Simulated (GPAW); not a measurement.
The system is AlPt.

```
CELL_PARAMETERS angstrom
4.87893 0.00000 0.00000
0.00000 4.87893 0.00000
0.00000 0.00000 4.87893
ATOMIC_POSITIONS crystal
Pt 0.84494 0.65506 0.34494
Pt 0.65506 0.34494 0.84494
Pt 0.34494 0.84494 0.65506
Pt 0.15506 0.15506 0.15506
Al 0.15597 0.34403 0.65597
Al 0.34403 0.65597 0.15597
Al 0.65597 0.15597 0.34403
Al 0.84403 0.84403 0.84403
```

The cell is a database's computed one.

Base run:

* Program: GPAW 26.7.0
* Functional: PBEsol
* Potentials or basis: PAW data sets generated in the run's folder for this functional
* Cutoff: 600 eV
* Basis: pw
* k mesh: 5 × 5 × 5
* Occupations: fermi-dirac, width 0.05 eV
* Spin: no spin polarisation
* Hubbard terms: Pt d U = 6 eV

Its results: band gap on the k mesh none (metal or under the smearing width); pressure -5.6 GPa; largest force 0.082 eV/Å.

The run is repeated on the same cell with these changes: hubbard terms from Pt d U = 6 eV to none. What comes out?

Band gap on the k mesh none (metal or under the smearing width); pressure -0.6 GPa; largest force 0.078 eV/Å.

Caveats: U without spin polarisation on a metal has little footing (some runs); the U is typed as a test and isn't derived for this compound (some runs).
